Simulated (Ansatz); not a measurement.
# ZnS: a trial structure relaxed

Aim: relax ZnS from this start, structure listed in a database for this formula (F-43m, No. 216), and see where it ends.

Computed with Ansatz 0.2.0 (DFT PBE, scalar-relativistic, plane waves, PAW, unless a step's input says otherwise).

## (1) The system as given

Symmetry: F-43m, No. 216, cubic system. The conventional cell has a = 5.387 Å, b = 5.387 Å, c = 5.387 Å, α = 90.00°, β = 90.00°, γ = 90.00°. Zn (site symmetry -43m) is surrounded by 4 S at 2.33 Å. S (site symmetry -43m) has 4 Zn at 2.33 Å as nearest neighbours.

Structure file:

```cif
data_structure
_symmetry_space_group_name_H-M 'F-43m'
_symmetry_Int_Tables_number 216
_cell_length_a 5.3874
_cell_length_b 5.3874
_cell_length_c 5.3874
_cell_angle_alpha 90.000
_cell_angle_beta 90.000
_cell_angle_gamma 90.000
_cell_volume 156.36
loop_
_atom_site_label
_atom_site_type_symbol
_atom_site_symmetry_multiplicity
_atom_site_Wyckoff_symbol
_atom_site_fract_x
_atom_site_fract_y
_atom_site_fract_z
_atom_site_occupancy
Zn1 Zn 4 a 0.00000 0.00000 0.00000 1
S1 S 4 d 0.25000 0.25000 0.75000 1
```

## (2) Probe: one point at the start

Input file input.yaml:

```yaml
crystal:
  lattice:
    - [0.0, 2.6936828773, 2.6936828773]
    - [2.6936828773, 0.0, 2.6936828773]
    - [2.6936828773, 2.6936828773, 0.0]
  atoms:
    - { symbol: Zn, position: [0.0, 0.0, 0.0] }
    - { symbol: S, position: [0.25, 0.25, 0.25] }
basis:
  ecutwfc: 420
kpoints:
  mp_grid: { grid: [6, 6, 6] }
hamiltonian:
  xc: pbe
scf:
  occupations: { method: gaussian, width: 0.1 }
  lower_state_search: "off"
output:
  forces: true
  stress: true
  eigenvalues: true
```

The run is started by

```console
$ ansatz run input.yaml --threads 1 --pin off --max-ram 2560MiB --backend cpu --events-out ev --progress --plain --runs-dir out
```

What it wrote, shortened:

```text
[...]
SCF converged after 6 iterations
Free energy (F): -4222.722582 eV
[...]
E sigma→0 (E₀):  -4222.722582 eV
Fermi energy:    6.987056 eV
[...]
--- Forces (eV/Å), atoms counted from 1 ---
  atom   1  Zn     0.00000000    -0.00000000     0.00000000
  atom   2  S     -0.00000000     0.00000000    -0.00000000
[...]
--- Stress (GPa, compression-positive) ---
        2.339062      -0.000000      -0.000000
       -0.000000       2.339062       0.000000
       -0.000000       0.000000       2.339062
  P = ⅓ Tr σ = 2.3391 GPa (23.391 kbar)
--- Band table (eV; the first three rows and the last of 16) ---
  k-point 0: bands = ["-7.2978", "-0.4637", "-0.4637", "-0.4637", "0.0476", "0.0476", "5.9102", "5.9102", "5.9102", "8.0588", "12.2709", "12.2709", "12.2709"]
[...]
```

Run time: 0.58 s. Hardware: 1 thread of Intel Xeon 6975P-C (Granite Rapids), shared host; peak memory 0.33 GiB.

From the probe: pressure 2.3 GPa, largest force 0.00 eV/Å, gap on this mesh 2.15 eV. By this gap the next run takes a mesh of 10×10×10 and a smearing of 0.02 eV.

## (3) Full relaxation

Edit input.yaml of step 2 so:

```diff
@@ -11,3 +11,3 @@
 kpoints:
-  mp_grid: { grid: [6, 6, 6] }
+  mp_grid: { grid: [10, 10, 10] }
 hamiltonian:
@@ -15,4 +15,3 @@
 scf:
-  occupations: { method: gaussian, width: 0.1 }
-  lower_state_search: "off"
+  occupations: { method: gaussian, width: 0.02 }
 output:
@@ -21 +20,6 @@
   eigenvalues: true
+relax:
+  adjacent_minimum: "off"
+  f_tol: 0.01
+  max_steps: 80
+  cell: { stress_tol: 0.05 }
```

The run is started by

```console
$ ansatz run input.yaml --threads 1 --pin off --max-ram 2560MiB --backend cpu --events-out ev --progress --plain --runs-dir out
```

What it wrote:

```text
Warning: RAYON_NUM_THREADS=1 ignored (pool sized by the plan → 1); use --threads N
Engine: ansatz 0.2.0, x86_64-unknown-linux-gnu
Pseudopotentials: kind: paw
Pseudopotential: Zn, paw, valence charge 12, recommended cutoff 420 eV (normal), Zn.paw.azcp
Pseudopotential: S, paw, valence charge 6, recommended cutoff 420 eV (normal), S.paw.azcp
Functional definition: PBE
  parameter kappa = 0.804
  parameter beta = 0.06672455060314922
  exchange = pbe_x(kappa = kappa, mu = beta*pi^2/3)
  correlation = pbe_c(beta = beta)
Crystal: 2 atoms, lattice volume = 39.090 Å³
Basis set: ecut = 420 eV, 749 PW (Γ), exchange–correlation on 54×54×54 points (8 copies of the dense FFT grid, shifted against one another)
Bands: 13, of which v1, the nominal top of the filled ones, is band 9 counted from 1 (8 counted from 0)
Symmetry: 24 space group operations
Space group: F-43m (ITA 216), of the structure as read, at distance tolerance 3.4e-5 Å
k-points: 47 of 1000 (time reversal used)
Non-local potential: Zn, projectors of the file, l = 0: 2, l = 1: 2, l = 2: 3, l = 3: 1
Non-local potential: S, projectors of the file, l = 0: 2, l = 1: 2, l = 2: 2
PAW form: soft (Blöchl's): semilocal exchange-correlation on the pseudo side does not see the compensation charge
PAW one-centre angular grid: Zn, 590 points (default); XC on 64 Gauss nodes
PAW one-centre angular grid: S, 110 points (default); XC on 64 Gauss nodes
Initial density: superposition of atomic densities (neutral atoms: chi_scale 0, normalization atom), corrected by the library's trained network
Initial wavefunctions: pseudopotential atomic-orbital guess
Functional: x = pbe(κ = 0.804, μ = 0.2195149727645171), c = pbe(β = 0.06672455060314922)
SCF iter   1: F=—  HF=-4222.725482 eV  |F-HF|=—  |Δ(HF+E_count)|=         —  Δρ=6.00e-4  dr2=1.80e-4  ethr=1.77e-3  ⟨swp⟩=5.8  Hψ=3699  notcnv=0
preconditioner: auto → none  [insulator: Δε(μ)=2.142 eV  Ē_g=12.247 eV  σ=0.020 eV  W_gap=1.00  n_scr=14 (ndim 8)  ℏωp=25.2 eV  f_vac=0.025  D(μ)=0.00/eV (n_scr^D=0)  ε∞_Penn≈5.2]
SCF iter   2: F=—  HF=-4222.725693 eV  |F-HF|=—  |Δ(HF+E_count)|=   2.11e-4  Δρ=5.26e-4  dr2=5.00e-5  ethr=9.98e-7  ⟨swp⟩=2.4  Hψ=1556  notcnv=0
SCF iter   3: F=—  HF=-4222.725721 eV  |F-HF|=—  |Δ(HF+E_count)|=   2.86e-5  Δρ=1.51e-4  dr2=6.38e-6  ethr=2.78e-7  ⟨swp⟩=2.0  Hψ=985  notcnv=0
SCF iter   4: F=—  HF=-4222.725731 eV  |F-HF|=—  |Δ(HF+E_count)|=   9.30e-6  Δρ=6.94e-5  dr2=9.57e-7  ethr=3.55e-8  ⟨swp⟩=2.0  Hψ=987  notcnv=0
SCF iter   5: F=—  HF=-4222.725734 eV  |F-HF|=—  |Δ(HF+E_count)|=   3.04e-6  Δρ=3.24e-5  dr2=2.69e-7  ethr=5.32e-9  ⟨swp⟩=2.0  Hψ=1034  notcnv=0
SCF iter   6: F=-4222.725734 eV  HF=-4222.725734 eV  |F-HF|=8.43e-9  |Δ(HF+E_count)|=   4.72e-7  Δρ=3.65e-6  dr2=2.30e-9  ethr=5.56e-10  ⟨swp⟩=5.2  Hψ=2951  notcnv=0
SCF 1 converged in 6 iterations: F = -4222.725734 eV  dr2 = 2.30e-9
relax step   1: F+E_penalty+E_count = -4222.72573426 eV  Δ(F+E_penalty+E_count) = +0.000e0 eV  max|allowed force component| = 2.035e-16 eV/Å  Δτ_max = 0.0000 Å  P = +2.319 GPa  Ω = 39.090 Å³  (6 SCF iters, dr2 threshold 1.00e-7 eV, accepted)
Crystal: 2 atoms, lattice volume = 39.778 Å³
Initial density: handed on by an earlier stage of this run
Initial wavefunctions: those handed on with the density
iter 1 solved again at ethr=1.41e-6 eV; its pass at ethr=3.10e-3 eV (dr2=2.55e-4 eV) is discarded
SCF iter   1: F=—  HF=-4222.732509 eV  |F-HF|=—  |Δ(HF+E_count)|=         —  Δρ=7.95e-4  dr2=2.33e-4  ethr=1.41e-6  ⟨swp⟩=2.0  Hψ=4587  notcnv=0
preconditioner: auto → none  [insulator: Δε(μ)=2.073 eV  Ē_g=12.162 eV  σ=0.020 eV  W_gap=1.00  n_scr=14 (ndim 8)  ℏωp=25.0 eV  f_vac=0.029  D(μ)=0.00/eV (n_scr^D=0)  ε∞_Penn≈5.2]
SCF iter   2: F=—  HF=-4222.732475 eV  |F-HF|=—  |Δ(HF+E_count)|=   3.38e-5  Δρ=2.74e-4  dr2=3.22e-5  ethr=1.30e-6  ⟨swp⟩=3.0  Hψ=1034  notcnv=0
SCF iter   3: F=—  HF=-4222.732488 eV  |F-HF|=—  |Δ(HF+E_count)|=   1.34e-5  Δρ=2.65e-4  dr2=1.48e-5  ethr=1.79e-7  ⟨swp⟩=2.0  Hψ=987  notcnv=0
SCF iter   4: F=—  HF=-4222.732486 eV  |F-HF|=—  |Δ(HF+E_count)|=   1.99e-6  Δρ=3.20e-5  dr2=3.49e-7  ethr=8.22e-8  ⟨swp⟩=2.0  Hψ=963  notcnv=0
SCF iter   5: F=-4222.732486 eV  HF=-4222.732486 eV  |F-HF|=2.38e-8  |Δ(HF+E_count)|=   6.52e-8  Δρ=1.22e-5  dr2=3.53e-8  ethr=1.11e-9  ⟨swp⟩=5.2  Hψ=2935  notcnv=0
SCF 2 converged in 5 iterations: F = -4222.732486 eV  dr2 = 3.53e-8
relax step   2: F+E_penalty+E_count = -4222.73248638 eV  Δ(F+E_penalty+E_count) = -6.752e-3 eV  max|allowed force component| = 9.136e-17 eV/Å  Δτ_max = 0.0000 Å  P = +0.982 GPa  Ω = 39.778 Å³  energy of the carried Pulay correction = -2.885e-4 eV  (5 SCF iters, dr2 threshold 2.00e-7 eV, accepted)
Crystal: 2 atoms, lattice volume = 40.299 Å³
iter 1 solved again at ethr=9.88e-7 eV; its pass at ethr=3.10e-3 eV (dr2=1.78e-4 eV) is discarded
SCF iter   1: F=—  HF=-4222.733933 eV  |F-HF|=—  |Δ(HF+E_count)|=         —  Δρ=5.64e-4  dr2=1.21e-4  ethr=9.88e-7  ⟨swp⟩=2.0  Hψ=4386  notcnv=0
preconditioner: auto → none  [insulator: Δε(μ)=2.017 eV  Ē_g=12.099 eV  σ=0.020 eV  W_gap=1.00  n_scr=14 (ndim 8)  ℏωp=24.8 eV  f_vac=0.030  D(μ)=0.00/eV (n_scr^D=0)  ε∞_Penn≈5.2]
SCF iter   2: F=—  HF=-4222.733930 eV  |F-HF|=—  |Δ(HF+E_count)|=   3.58e-6  Δρ=2.04e-4  dr2=1.70e-5  ethr=6.72e-7  ⟨swp⟩=2.9  Hψ=1016  notcnv=0
SCF iter   3: F=—  HF=-4222.733933 eV  |F-HF|=—  |Δ(HF+E_count)|=   2.74e-6  Δρ=1.89e-4  dr2=8.18e-6  ethr=9.42e-8  ⟨swp⟩=2.0  Hψ=987  notcnv=0
SCF iter   4: F=—  HF=-4222.733931 eV  |F-HF|=—  |Δ(HF+E_count)|=   1.39e-6  Δρ=2.39e-5  dr2=1.75e-7  ethr=1.11e-9  ⟨swp⟩=4.1  Hψ=2859  notcnv=0
SCF iter   5: F=-4222.733931 eV  HF=-4222.733931 eV  |F-HF|=1.52e-8  |Δ(HF+E_count)|=   3.87e-8  Δρ=8.97e-6  dr2=1.95e-8  ethr=9.74e-10  ⟨swp⟩=5.4  Hψ=2957  notcnv=0
SCF 3 converged in 5 iterations: F = -4222.733931 eV  dr2 = 1.95e-8
relax step   3: F+E_penalty+E_count = -4222.73393121 eV  Δ(F+E_penalty+E_count) = -1.445e-3 eV  max|allowed force component| = 7.633e-17 eV/Å  Δτ_max = 0.0000 Å  P = +0.050 GPa  Ω = 40.299 Å³  energy of the carried Pulay correction = -5.037e-4 eV  (5 SCF iters, dr2 threshold 2.00e-7 eV, accepted)
Initial wavefunctions: pseudopotential atomic-orbital guess (no wavefunctions were taken with the density)
iter 1 solved again at ethr=2.06e-7 eV; its pass at ethr=3.10e-3 eV (dr2=3.70e-5 eV) is discarded
SCF iter   1: F=—  HF=-4222.734070 eV  |F-HF|=—  |Δ(HF+E_count)|=         —  Δρ=1.74e-4  dr2=5.34e-7  ethr=2.06e-7  ⟨swp⟩=3.0  Hψ=5302  notcnv=0
preconditioner: auto → none  [insulator: Δε(μ)=2.018 eV  Ē_g=12.098 eV  σ=0.020 eV  W_gap=1.00  n_scr=14 (ndim 8)  ℏωp=24.8 eV  f_vac=0.029  D(μ)=0.00/eV (n_scr^D=0)  ε∞_Penn≈5.2]
SCF iter   2: F=—  HF=-4222.734339 eV  |F-HF|=—  |Δ(HF+E_count)|=   2.69e-4  Δρ=1.03e-4  dr2=7.72e-7  ethr=2.97e-9  ⟨swp⟩=2.0  Hψ=1022  notcnv=0
SCF iter   3: F=—  HF=-4222.734413 eV  |F-HF|=—  |Δ(HF+E_count)|=   7.43e-5  Δρ=3.63e-5  dr2=1.67e-7  ethr=2.97e-9  ⟨swp⟩=2.0  Hψ=988  notcnv=0
SCF iter   4: F=—  HF=-4222.734423 eV  |F-HF|=—  |Δ(HF+E_count)|=   9.67e-6  Δρ=6.12e-6  dr2=1.97e-9  ethr=9.29e-10  ⟨swp⟩=2.0  Hψ=987  notcnv=0
SCF iter   5: F=—  HF=-4222.734423 eV  |F-HF|=—  |Δ(HF+E_count)|=   3.35e-7  Δρ=7.27e-7  dr2=5.55e-11  ethr=1.10e-11  ⟨swp⟩=2.5  Hψ=1046  notcnv=0
SCF iter   6: F=-4222.734423 eV  HF=-4222.734423 eV  |F-HF|=1.09e-11  |Δ(HF+E_count)|=   4.39e-9  Δρ=9.26e-8  dr2=3.31e-12  ethr=1.00e-12  ⟨swp⟩=5.6  Hψ=2564  notcnv=0
SCF 4 converged in 6 iterations: F = -4222.734423 eV  dr2 = 3.31e-12
relax step   4: F+E_penalty+E_count = -4222.73442299 eV  Δ(F+E_penalty+E_count) = -4.918e-4 eV  max|allowed force component| = 7.401e-17 eV/Å  Δτ_max = 0.0000 Å  P = +0.049 GPa  Ω = 40.299 Å³  stress off target by 4.93e-2 GPa  SCF on the basis re-selected at this cell (its energy is not comparable with the rows above)  (6 SCF iters)
basis re-selected at this cell: Δ(F+E_penalty+E_count) = -4.918e-4 eV, ΔP = -0.000 GPa vs the last step (what re-selecting the basis moved, of the pressure what is left beyond the Pulay correction that the steps carried, after the strain that the cell walked since its last selection, with what the two solves' SCF thresholds leave and, on support functions, any second-order correction that the steps lacked; it is no measure of the basis error at this ecutwfc). This SCF's stress stands 4.93e-2 GPa from its target on what of the cell is left free (relax.cell.stress_tol is 5.00e-2 GPa) and its largest allowed force component is 7.40e-17 eV/Å (relax.f_tol is 1.00e-2 eV/Å): within both
SCF converged after 6 iterations
Free energy (F): -4222.734423 eV
Harris-Foulkes:  -4222.734423 eV  (|F-HF|=1.09e-11)
Internal energy: -4222.734423 eV  (E = F + TS)
E sigma→0 (E₀):  -4222.734423 eV
Fermi energy:    6.523392 eV
--- Per-component energies (eV) ---
  E_band       = 1.460759
  E_kinetic    = 237.813061
  E_local      = -2054.719746  (includes V_loc(G=0)·N_el)
  E_nonlocal   = 642.901465
  E_hartree    = 858.692619
  E_xc         = -234.120312
  E_vxc        = -139.176971  (∫ρ·V_xc dr)
  E_paw        = -2428.744500  (= ΣΔE_a)
  E_vpaw       = -402.741976  (= ΣTr[D̂ρ^β])
  E_aug_tail   = -0.000348  (compensation charges beyond the density's cutoff)
  E_ewald      = -1244.556661
  E_smearing   = -0.000000  (= −TS)
  E_closure    = 0.000000  (closes the sum)
  Σ components = -4222.734423   (vs F -4222.734423, Δ=0.00e0)
--- Forces (eV/Å), atoms counted from 1 ---
  atom   1  Zn     0.00000000    -0.00000000    -0.00000000
  atom   2  S     -0.00000000     0.00000000     0.00000000
  max |Σ_I F_I| component: 7.17e-17 eV/Å
--- Stress (GPa, compression-positive) ---
        0.049301      -0.000000      -0.000000
       -0.000000       0.049301       0.000000
       -0.000000       0.000000       0.049301
  P = ⅓ Tr σ = 0.0493 GPa (0.493 kbar)
--- Band table (eV; the first three rows and the last of 47) ---
  k-point 0: bands = ["-7.4829", "-0.7397", "-0.7397", "-0.7397", "-0.2644", "-0.2644", "5.5143", "5.5143", "5.5143", "7.5323", "11.8986", "11.8986", "11.8986"]
  k-point 1: bands = ["-7.4101", "-0.7387", "-0.7265", "-0.7265", "-0.2656", "-0.2656", "4.7320", "5.4207", "5.4207", "8.1453", "11.8022", "12.0636", "12.0636"]
  k-point 2: bands = ["-7.2093", "-0.7181", "-0.6939", "-0.6939", "-0.2656", "-0.2656", "3.4020", "5.1931", "5.1931", "8.8097", "12.0028", "12.3938", "12.3938"]
  k-point 46: bands = ["-6.2892", "-0.6199", "-0.4671", "-0.3508", "-0.2654", "0.0984", "1.0283", "2.9124", "2.9264", "10.8240", "11.1630", "13.8052", "14.0391"]
--- Relaxed structure (3 steps of the walk, 3 accepted, 1 SCFs on fresh bases) ---
  F+E_penalty+E_count = -4222.73442299 eV   max|allowed force component| = 7.401e-17 eV/Å   (the final SCF, on the basis selected at the relaxed cell)
  cell:  # Å, volume = 40.2986 Å³
    - [1.7324264911845008e-33, 2.7211544148260107, 2.7211544148260107]
    - [2.7211544148260107, 1.6305190505265886e-33, 2.7211544148260107]
    - [2.7211544148260107, 2.7211544148260107, 4.6877422702639425e-33]
  atoms:
    - { symbol: Zn, position: [-2.115149782537311e-34, 1.1618428382951426e-34, 4.557998827157867e-34] }
    - { symbol: S, position: [0.25, 0.25, 0.25] }
```

It took 9.4 s on 1 thread of Intel Xeon 6975P-C (Granite Rapids), shared host; peak memory 0.38 GiB.

Relaxation path:

```csv
step,E - E(step 1) (eV/cell),largest force component (eV/Å),pressure (GPa),volume (Å³)
1,0.0000,0.0000,2.32,39.09
2,-0.0068,0.0000,0.98,39.78
3,-0.0082,0.0000,0.05,40.30
4,-0.0087,0.0000,0.05,40.30
```

Step 1 is the start. Step 4 repeats the geometry before it on a plane-wave basis chosen anew for that cell, so its energy need not be comparable with the rows above.

Lengths and angles in the start's conventional setting:

|  | before | after | change |
| --- | --- | --- | --- |
| a (Å) | 5.387 | 5.442 | +1.0 % |
| b (Å) | 5.387 | 5.442 | +1.0 % |
| c (Å) | 5.387 | 5.442 | +1.0 % |
| volume (Å³/atom) | 19.55 | 20.15 | +3.1 % |
| shortest distance (Å) | 2.333 | 2.357 | +1.0 % |
| space group (0.01 Å) | F-43m | F-43m | same |

Forces and stress were held to the start's 24 operations: a distortion of lower symmetry was not tested.

## (4) Changing settings: xc_grid 1

Input file input.yaml:

```yaml
crystal:
  lattice:
    - [0.0, 2.7211544148, 2.7211544148]
    - [2.7211544148, 0.0, 2.7211544148]
    - [2.7211544148, 2.7211544148, 0.0]
  atoms:
    - { symbol: Zn, position: [0.0, 0.0, 0.0] }
    - { symbol: S, position: [0.25, 0.25, 0.25] }
basis:
  ecutwfc: 420
  xc_grid: 1
kpoints:
  mp_grid: { grid: [10, 10, 10] }
hamiltonian:
  xc: pbe
scf:
  occupations: { method: gaussian, width: 0.02 }
output:
  forces: true
  eigenvalues: true
  stress: true
```

The run is started by

```console
$ ansatz run input.yaml --threads 1 --pin off --max-ram 2560MiB --backend cpu --events-out ev --progress --plain --runs-dir out
```

What it wrote, shortened:

```text
Warning: RAYON_NUM_THREADS=1 ignored (pool sized by the plan → 1); use --threads N
[...]
[... 4 set-up lines as earlier in the session ...]
[...]
Crystal: 2 atoms, lattice volume = 40.299 Å³
Basis set: ecut = 420 eV, 749 PW (Γ)
Bands: 13, of which v1, the nominal top of the filled ones, is band 9 counted from 1 (8 counted from 0)
[... 2 set-up lines as earlier in the session ...]
k-points: 47 of 1000 (time reversal used)
[...]
SCF iter   1: F=—  HF=-4222.734107 eV  |F-HF|=—  |Δ(HF+E_count)|=         —  Δρ=6.07e-4  dr2=2.04e-4  ethr=1.77e-3  ⟨swp⟩=5.7  Hψ=3664  notcnv=0
[...]
SCF iter   6: F=-4222.734435 eV  HF=-4222.734435 eV  |F-HF|=8.31e-9  |Δ(HF+E_count)|=   4.50e-7  Δρ=3.48e-6  dr2=2.24e-9  ethr=5.56e-10  ⟨swp⟩=5.2  Hψ=2958  notcnv=0
[...]
SCF converged after 6 iterations
Free energy (F): -4222.734435 eV
[...]
E sigma→0 (E₀):  -4222.734435 eV
Fermi energy:    6.523424 eV
[...]
--- Forces (eV/Å), atoms counted from 1 ---
  atom   1  Zn     0.00000000    -0.00000000    -0.00000000
  atom   2  S     -0.00000000     0.00000000    -0.00000000
[...]
--- Stress (GPa, compression-positive) ---
        0.049534       0.000000       0.000000
       -0.000000       0.049534       0.000000
       -0.000000       0.000000       0.049534
  P = ⅓ Tr σ = 0.0495 GPa (0.495 kbar)
--- Band table (eV; the first three rows and the last of 47) ---
  k-point 0: bands = ["-7.4829", "-0.7397", "-0.7397", "-0.7397", "-0.2644", "-0.2644", "5.5143", "5.5143", "5.5143", "7.5323", "11.8986", "11.8986", "11.8986"]
[...]
```

Run time: 1.3 s. Hardware: 1 thread of Intel Xeon 6975P-C (Granite Rapids), shared host; peak memory 0.35 GiB.

```
    run     ending  energy change  pressure (GPa)  gap (eV)  force (eV/Å)  cycles   time
 step 3  converged              0             0.0      2.02          0.00       -  9.4 s
variant  converged   0.0 meV/atom             0.0      2.02          0.00       6  1.3 s
```

Changing the numerical grids hardly moves the energy: 0.0 meV/atom.

## (5) Results

Formation energies count from the elements, computed with the same settings in runs not shown here.

```
                          quantity                                                                      value
               cell (conventional)  a = 5.442 Å, b = 5.442 Å, c = 5.442 Å, α = 90.00°, β = 90.00°, γ = 90.00°
                       space group                                                            F-43m (No. 216)
                            volume                                                              20.15 Å³/atom
                   gap on the mesh                                                                    2.02 eV
formation energy from the elements                                                             -0.822 eV/atom
```

In words: The space group stayed F-43m, and from the first guess the volume went from 19.55 to 20.15 Å³/atom. With -0.82 eV/atom it lies under the elements, which doesn't yet make it stable against other compounds of them.

The gaps are Kohn-Sham values of a semilocal functional, not quasiparticle or optical gaps. Such gaps usually fall short of the measured ones.
